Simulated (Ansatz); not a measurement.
Starting cell, CsCl (CsCl type):

```yaml
crystal:
  lattice:
    - [8.41177, 0.00000, 0.00000]
    - [0.00000, 4.20589, 0.00000]
    - [0.00000, 0.00000, 4.20589]
  atoms:
    - { symbol: Cs, position: [0.00000, 0.00000, 0.00000] }
    - { symbol: Cs, position: [0.50000, 0.00000, 0.00000] }
    - { symbol: Cl, position: [0.25000, 0.50000, 0.50000] }
    - { symbol: Cl, position: [0.75000, 0.50000, 0.50000] }
```

A phonon eigenvector at X = (0.5, 0.0, 0.0) is frozen into this cell: atom i moves by Q times the vector below, so Q is the largest atomic displacement, in Å. The cell is held. (q is in reciprocal vectors of the primitive cell; the cell shown is doubled to hold the pattern.)

```json
[
 {"atom": "Cl3", "x": "-1.000", "y": "0.000", "z": "0.000"},
 {"atom": "Cl4", "x": "1.000", "y": "0.000", "z": "0.000"}
]
```

Atoms not listed stay in place.

Method: PBE (plane waves to 420 eV, PAW, scalar-relativistic; Ansatz, a program for electronic structure). k mesh 4×8×8 (Γ-centred), Fermi-Dirac smearing 0.05 eV. CsCl was relaxed with its symmetry unable to fall. 

```csv
Q (Å),−dE/dQ from forces (eV/Å)
-0.100,0.484
-0.083,0.403
-0.067,0.322
-0.050,0.241
-0.033,0.161
-0.017,0.080
0.000,0.000
0.017,-0.080
0.033,-0.161
0.050,-0.241
0.067,-0.322
0.083,-0.403
0.100,-0.484
```

Task: What harmonic wavenumber does the curvature at Q = 0 give?

Result: 136 cm⁻¹. E″ = 4.82 eV/Å², M = Σ mᵢ|uᵢ|² = 70.9 u, ν̃ = 521.5·√(|E″|/M).

(For displaced atoms, the force is minus the slope of the energy, and its curvature is a force constant, which sets phonon frequencies.)
